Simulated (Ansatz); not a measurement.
**CaO (Fm-3m): G0W0 and the treatment of frequencies and band sums**

```xyz
2
Lattice="0.0000 2.3208 2.3208 2.3208 0.0000 2.3208 2.3208 2.3208 0.0000" Properties=species:S:1:pos:R:3 pbc="T T T"
Ca    0.0000    0.0000    0.0000
O     2.3208    2.3208    2.3208
```

Held fixed (Ansatz):

- orbitals: PBE
- datasets: soft PAW set, first generation
- k mesh: 4×4×4
- response cutoff: 200 eV
- wave cutoff: 420 eV

The gap is read from Γ to k = (0, -0.5, -0.5), linearised, between the Kohn-Sham band edges among the points solved. The direct gap is read between the top filled and lowest empty Kohn-Sham band at Γ. ε∞ is the electronic dielectric constant on this mesh. Runs with cut sums weigh the q → 0 term analytically. The completed-sum build treats it its own way, which on a coarse mesh shifts the gap as well.

```tsv
treatment	KS gap (eV)	G0W0 gap (eV)	direct at Γ (eV)	ε∞
contour deformation, sums cut at 161 empty bands	3.59	5.82	7.32	3.8
plasmon pole fitted at 21.01i eV, sums cut at 161 empty bands	3.59	5.77	7.25	3.8
contour deformation, 66 empty bands and completed sums (trial build, its own q → 0 term)	3.59	?	?	?
```

(1) Fill in the row for contour deformation, 66 empty bands and completed sums (trial build, its own q → 0 term).

Results:

(1) G0W0 gap 6.15 eV, direct at Γ 7.68 eV, ε∞ 3.8.

Soft PAW datasets can miss an all-electron G0W0 gap by more than 5 %. The cell is a model at fixed atoms and needn't be the relaxed known crystal. Points k are given in fractions of the reciprocal vectors. The mesh is coarse, so these are values at the stated settings, not converged ones. Band sums or response are cut, so the gap isn't at its basis limit. The gap is read on the mesh, and the crystal's band edges can lie off it.
